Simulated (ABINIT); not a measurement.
CuO:

```
CELL_PARAMETERS angstrom
3.17953 0.00000 0.00000
-1.58977 2.75356 0.00000
0.00000 0.00000 4.43149
ATOMIC_POSITIONS crystal
Cu 0.00000 0.00000 0.00000
Cu 0.00000 0.00000 0.50000
O 0.33333 0.66667 0.25000
O 0.66667 0.33333 0.75000
```

Measurements of this composition are mostly on another form, of space group No. 15.

- Program: ABINIT 10.8.3 (patched build)
- Task: single point
- Functional: PBE
- Potentials or basis: JTH PAW PBE v2.0
- Cutoff: 707 eV
- k mesh: 10 × 10 × 6
- Occupations: fermi-dirac, width 0.05 eV
- Spin: no spin polarisation

On this cell: pressure 6.0 GPa; largest force under 0.003 eV/Å; band gap on the k mesh none (metal or under the smearing width).

The same run follows on a disturbed copy (atoms moved at random, drawn with an rms of 0.05 Å):

```
Cu O
1.0
     3.17953    0.00000    0.00000
    -1.58977    2.75356    0.00000
     0.00000    0.00000    4.43149
Cu O
2 2
Direct
  0.01436 0.01355 0.00438
  0.97942 0.99493 0.49380
  0.33283 0.66080 0.25024
  0.65334 0.31795 0.74586
```

**Question.** What changes?

**Answer.** The energy (extrapolated to zero smearing) moves by +7.6 meV/atom; pressure 6.5 GPa; largest force 1.074 eV/Å; band gap on the k mesh none (metal or under the smearing width).

Forces on the atoms (eV/Å):
```
Cu   0.112 -0.120 -1.062
Cu   0.008 -0.203  1.054
O   -0.088  0.150 -0.062
O   -0.031  0.173  0.069
```

Stress tensor (GPa, compression positive):
```
-9.70 -0.32 -0.40
-0.32 -8.62 -0.01
-0.40 -0.01 37.81
```

Caveats: the run has no spin polarisation, though such a crystal can be magnetic; semilocal functionals often make such compounds metallic where correlation or magnetic order opens a gap, which also shifts bond lengths.
